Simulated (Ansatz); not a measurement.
**Ge3N4: the band gap up the ladder of functionals**

The task here is to estimate one member of a computed series from the others.

The runs shown are made with Ansatz 0.2.0. PAW datasets, plane waves. Computed at 0 K without zero-point motion; spin polarisation is off.

## The structure to begin with

The cell was relaxed beforehand with r2SCAN.

Space group P6_3/m (No. 176), hexagonal; conventional cell a = 8.044 Å, c = 3.080 Å, 12.33 Å³ an atom. Ge has 4 N at 1.83–1.84 Å; N has 3 Ge at 1.83 Å; N has 3 Ge at 1.84 Å.

The structure in full:

```
Ge N
1.0
     8.04393    0.00000    0.00000
    -4.02196    6.96625    0.00000
     0.00000    0.00000    3.08006
Ge N
6 8
Direct
  0.82864 0.23494 0.75000
  0.59370 0.82864 0.25000
  0.23494 0.40630 0.25000
  0.76506 0.59370 0.75000
  0.40630 0.17136 0.75000
  0.17136 0.76506 0.25000
  0.66667 0.33333 0.75000
  0.33333 0.66667 0.25000
  0.66939 0.97221 0.75000
  0.69718 0.66939 0.25000
  0.97221 0.30282 0.25000
  0.02779 0.69718 0.75000
  0.33061 0.02779 0.25000
  0.30282 0.33061 0.75000
```

The first run:

File input.yaml:

```yaml
crystal:
  lattice:
    - [8.0439274661, 0.0, 0.0]
    - [-4.021963733, 6.9662455318, 0.0]
    - [0.0, 0.0, 3.0800560533]
  atoms:
    - { symbol: Ge, position: [0.8286382128, 0.234938382, 0.75] }
    - { symbol: Ge, position: [0.5936998308, 0.8286382128, 0.25] }
    - { symbol: Ge, position: [0.234938382, 0.4063001692, 0.25] }
    - { symbol: Ge, position: [0.765061618, 0.5936998308, 0.75] }
    - { symbol: Ge, position: [0.4063001692, 0.1713617872, 0.75] }
    - { symbol: Ge, position: [0.1713617872, 0.765061618, 0.25] }
    - { symbol: "N", position: [0.6666666667, 0.3333333333, 0.75] }
    - { symbol: "N", position: [0.3333333333, 0.6666666667, 0.25] }
    - { symbol: "N", position: [0.669390911, 0.9722062405, 0.75] }
    - { symbol: "N", position: [0.6971846705, 0.669390911, 0.25] }
    - { symbol: "N", position: [0.9722062405, 0.3028153295, 0.25] }
    - { symbol: "N", position: [0.0277937595, 0.6971846705, 0.75] }
    - { symbol: "N", position: [0.330609089, 0.0277937595, 0.25] }
    - { symbol: "N", position: [0.3028153295, 0.330609089, 0.75] }
kpoints:
  mp_grid: { grid: [6, 6, 8] }
  band_path:
    path:
      - [[0.0, 0.0, 0.0], [0.5, 4.109260365625e-17, -3.721357540443e-35], [0.3333333333333, 0.3333333333333, -6.559642511616e-35], [0.0, 0.0, 0.0], [3.70015264011e-51, -2.33739015481e-50, 0.5], [0.5, 4.109260365625e-17, 0.5], [0.3333333333333, 0.3333333333333, 0.5], [3.70015264011e-51, -2.33739015481e-50, 0.5]]
      - [[0.5, 4.109260365625e-17, 0.5], [0.5, 4.109260365625e-17, -3.721357540443e-35]]
      - [[0.3333333333333, 0.3333333333333, 0.5], [0.3333333333333, 0.3333333333333, -6.559642511616e-35]]
    npoints: 10
hamiltonian:
  xc: pbe
scf:
  occupations: { method: fermi_dirac, width: 0.02 }
  n_extra_bands: 7
output:
  forces: true
  stress: true
  eigenvalues: true
```

Steps of the session up to this table: PBE bands along the symmetry lines; Single point with r2SCAN; Single point with HSE06; Single point with PBE+SOC; PBE0.

One of the session's tables, all rows but one given; the rest of the session is left out.

```
  level  gap (eV)
    PBE      2.19
 r2SCAN      2.67
  HSE06      3.70
PBE+SOC      2.19
   PBE0         ?
```

Estimate the missing values for PBE0.

As computed: gap (eV): 4.43. In the column «gap (eV)» it is the highest.

Meshes: PBE 6×6×8, r2SCAN 6×6×8, HSE06 3×3×6, PBE+SOC 6×6×8, PBE0 3×3×6

What this shows: The gap runs from 2.19 eV (PBE) to 4.43 eV (PBE0). Against HSE06, PBE is short by 1.51 eV, at 59 % of it, and r2SCAN 72 %. PBE0 lies 0.73 eV above HSE06, which differs from it by screening the long-range exchange.

To keep in mind: Warnings in the runs' records: stress scf threshold loose, stress exchange threshold loose.
